## Counting the modes

Zincblende aluminium nitride has two atoms in its primitive cell. Each can move in three directions, so each wavevector has six frequencies. Three belong to acoustic branches, in which neighbouring atoms move together when the wave is long. The other three are optical: in a long wave, aluminium and nitrogen move against each other. Along a simple direction each trio has one longitudinal mode, with motion along the wave, and two transverse ones. This gives longitudinal and transverse acoustic modes (LA, TA) and their optical partners (LO, TO).

The useful count concerns squared frequencies, because these measure stiffness per mass. For each polarisation, one acoustic and one optical mode share a fixed budget at a given wavevector. The trend follows from how that budget is divided and from how its size changes with the wavevector.

Phonon frequencies of zincblende AlN, calculated with Ansatz 0.2.0 using PBE, PAW and plane waves (cutoff 420 eV, k mesh 12×12×12). They are interpolated from linear-response results on a 4×4×4 q mesh, with the LO–TO term included but no quadrupole term. Branches are numbered by rising frequency at each q point.

| row | mode phonon frequency (cm^-1) | mode q point | mode branch |
| --- | --- | --- | --- |
| 1 | 331.7 | X | 1 |
| 2 | 331.7 | X | 2 |
| 3 | 573.6 | X | 3 |
| 4 | 638.3 | X | 4 |
| 5 | 638.3 | X | 5 |
| 6 | 694.5 | X | 6 |
| 7 | 309.7 | U | 1 |
| 8 | 405.6 | U | 2 |
| 9 | 517.0 | U | 3 |
| 10 | 630.1 | U | 4 |
| 11 | 647.7 | U | 5 |
| 12 | 701.0 | U | 6 |
| 13 | 309.7 | K | 1 |
| 14 | 405.6 | K | 2 |
| 15 | 517.0 | K | 3 |
| 16 | 630.1 | K | 4 |
| 17 | 647.7 | K | 5 |
| 18 | 701.0 | K | 6 |
| 19 | 225.4 | L | 1 |
| 20 | 225.4 | L | 2 |
| 21 | 563.8 | L | 3 |
| 22 | 624.6 | L | 4 |
| 23 | 624.6 | L | 5 |
| 24 | 707.7 | L | 6 |
| 25 | 362.2 | W | 1 |
| 26 | 408.3 | W | 2 |
| 27 | 495.5 | W | 3 |
| 28 | 637.3 | W | 4 |
| 29 | 643.1 | W | 5 |
| 30 | 696.8 | W | 6 |

The mode q point names the place on the zone boundary, where the waves are shortest, and the mode branch numbers the frequencies upwards. Over all these points the lower three branches range over 348 cm⁻¹, the upper three over only 83 cm⁻¹. At X and L, symmetry makes the doublets transverse and the single modes longitudinal, so these rows can be named safely.

## Two branches with different fates

At the zone centre, Γ, the same density-functional calculation gives 634.6 cm⁻¹ for TO and 868.5 cm⁻¹ for LO. LO starts so high because its motion separates charged layers, and the resulting electric field pulls them back. On the way to X, LO falls by 174 cm⁻¹, while TO changes by only about 4 cm⁻¹. The question is why one optical branch gives up so much and the other almost nothing.

## The budget and its division

Let $\omega_a$ and $\omega_o$ be the acoustic and optical frequencies of one polarisation. For two coupled sublattices,

$$\omega_a^2+\omega_o^2=\frac{A}{M_{\mathrm{Al}}}+\frac{B}{M_{\mathrm{N}}}.$$

Here $M$ is an atomic mass. $A$ is the stiffness felt by the aluminium sublattice when it carries the wave and nitrogen is held still; $B$ is the same for nitrogen. The coupling between the two moving sublattices is absent from this sum. It decides only how the sum is divided: strong coupling pushes the two frequencies apart, and weak coupling lets them approach each other.

At Γ the coupling is as strong as it can be. The acoustic mode is a shift of the whole crystal and costs nothing, so the optical mode holds the entire budget. At the boundary the outcome depends on polarisation, and geometry shows how.

## Why the longitudinal budget is shared

Along the direction to X, the crystal is a stack of alternating aluminium and nitrogen planes. At X itself, successive aluminium planes move in opposite directions. A nitrogen plane halfway between two of them is pushed equally from both sides, and the longitudinal forces cancel. With no coupling left to push the frequencies apart, LA rises to 573.6 cm⁻¹ and LO comes down to 694.5 cm⁻¹. Each of these modes moves only one sublattice, and the gap that remains reflects their different masses and stiffnesses.

At L, symmetry does not force this cancellation. Each atom has one bond along the wave and three inclined bonds, and their opposing pushes need not be equal. Yet the calculated displacement patterns show almost pure aluminium motion in LA and almost pure nitrogen motion in LO. With all forces included, the pushes thus nearly cancel here too, and the coupling that remains adds well under 1 cm⁻¹ to the gap between LA and LO. The gap is somewhat wider than at X because the stiffnesses $A$ and $B$ of the two sublattices differ between the two points. LA again takes a large share.

## Why the transverse budget stays with TO

A transverse acoustic wave has an easier path. At L, double layers of aluminium and nitrogen can slide past each other as units, so that only the bonds joining them tilt. At X, aluminium and nitrogen can move at right angles to each other in such a way that every bond turns but keeps its length. In a tetrahedral network, turning a bond costs much less than stretching it.

TA therefore stays low, and the costly stretching is left to TO. The argument also gives the order of the two TA values. For equal amplitudes, the squared tilts summed over an atom's four bonds are larger at X than at L, in line with 331.7 against 225.4 cm⁻¹. These transverse motions, unlike the longitudinal ones at L, are inferred from bond geometry and not read from calculated displacement patterns.

## One estimate, worked through

Suppose that the budget at X is the same as at Γ. The longitudinal optical frequency then follows from the LA value in the table:

$$\omega_{\mathrm{LO}}(X)\approx\sqrt{868.5^2-573.6^2}\ \mathrm{cm^{-1}}\approx 652\ \mathrm{cm^{-1}}.$$

The calculated value is 694.5 cm⁻¹. The estimate gets the large fall right but exaggerates it, and it does the same at L. No constant is adjusted, though the LA frequency is an input, so the test concerns only its optical partner. The printed output after this text lists the estimates for both polarisations at X and L.

The same step fails for the transverse pair at X. It predicts that TO should drop to 541 cm⁻¹, whereas the calculation gives 638.3 cm⁻¹. Easy bond turning explains why TA takes little, but even that little should have lowered TO visibly.

## What the failure reveals

The transverse budget is not constant: at X it is 28 % larger than at Γ. The share taken by TA, measured against the budget at Γ, is $(331.7/634.6)^2\approx0.27$. Growth and withdrawal almost balance, and this is why TO looks flat. A level branch here is the result of two changes, and does not mean that the budget stays the same.

The growth must come from forces between like atoms, aluminium on aluminium and nitrogen on nitrogen. At Γ all atoms of one kind move together. At X, eight of the twelve nearest like neighbours move in the opposite direction, so forces between them enter $A$ and $B$ differently. The longitudinal budget at X grows by only about 8 %, which is why the simple estimate serves LO better there. At L the two budgets grow by similar fractions, and the estimate is too low for both optical modes.

## Where the longitudinal excess goes

At Γ the longitudinal budget is 1.87 times the transverse one. At L the ratio is still 1.86, and at X it is 1.57. The narrow gap between LO and TO at the boundary therefore does not mean that the two polarisations have become equally stiff. Much of the longitudinal excess now appears in LA, which lies 242 cm⁻¹ above TA at X.

Silicon, with the same network but only one kind of atom, makes a useful comparison. Its LO and TO modes coincide at Γ because no charged sublattices are pulled apart. Its LA and TA modes nevertheless separate towards the boundary, and LA meets LO at X because the two atoms are identical. A gap between LA and TA at the boundary thus needs no charged sublattices, although in AlN their electric field sets the high starting point of LO.

## The less symmetric points

At W and K the doublets are gone. The symmetry there is too low to keep the two transverse motions equal, and a single mode may mix longitudinal and transverse character. At W this cannot be avoided: wavevectors that point in different directions describe the same wave there, so no mode is purely longitudinal. This fits the closer spacing of the lower three modes at W, from 362.2 to 495.5 cm⁻¹, compared with those at L. The upper three remain in their narrow band.

The rows for U repeat those for K because the two points are equivalent by symmetry; they are one result. These are also the only frequencies in the table that rest on true interpolation between directly calculated wavevectors. The interpolation lacks the quadrupole part of the long-range forces, and its effect was not tested. The main argument therefore rests on X and L.

## The question that remains

The growth of the transverse budget lumps all forces between like atoms together. Some are electric, because charged atoms act as dipoles when they move. Others are short-ranged, such as the resistance to changing the angle between two bonds that meet at a shared atom.

One more sum shows that the dipoles are not enough. Forces between point dipoles cancel when the budgets of all three polarisations are added, yet this total is 18 % larger at X than at Γ. Shorter-ranged forces must therefore take part. Splitting the calculated force constants into a dipole part and a remainder would give the two shares. How much of the level TO branch of zincblende AlN is owed to its charges, and how much to its bonds?

Numerical output:

```
Spread of the lower three branches over all listed points (cm^-1): 348.2
Spread of the upper three branches over all listed points (cm^-1): 83.1
Gap between highest lower-branch and lowest upper-branch mode listed (cm^-1): 51
Fall of LO from zone centre to X (cm^-1): 174
Fall of LO from zone centre to L (cm^-1): 160.8
Change of TO from zone centre to X (cm^-1): 3.7
Change of TO from zone centre to L (cm^-1): -10
LO minus TO at the zone centre (cm^-1): 233.9
LO minus TO at X (cm^-1): 56.2
LO minus TO at L (cm^-1): 83.1
LA minus TA at X (cm^-1): 241.9
LA minus TA at L (cm^-1): 338.4
Longitudinal sum of squares at X, change from zone centre (percent): 7.564
Longitudinal sum of squares at L, change from zone centre (percent): 8.54
Transverse sum of squares at X, change from zone centre (percent): 28.49
Transverse sum of squares at L, change from zone centre (percent): 9.489
Longitudinal over transverse sum of squares at the zone centre (ratio): 1.873
Longitudinal over transverse sum of squares at X (ratio): 1.568
Longitudinal over transverse sum of squares at L (ratio): 1.857
LO at X estimated with the zone-centre sum kept (cm^-1): 652.1
LO at L estimated with the zone-centre sum kept (cm^-1): 660.6
TO at X estimated with the zone-centre sum kept (cm^-1): 541
TO at L estimated with the zone-centre sum kept (cm^-1): 593.2
```
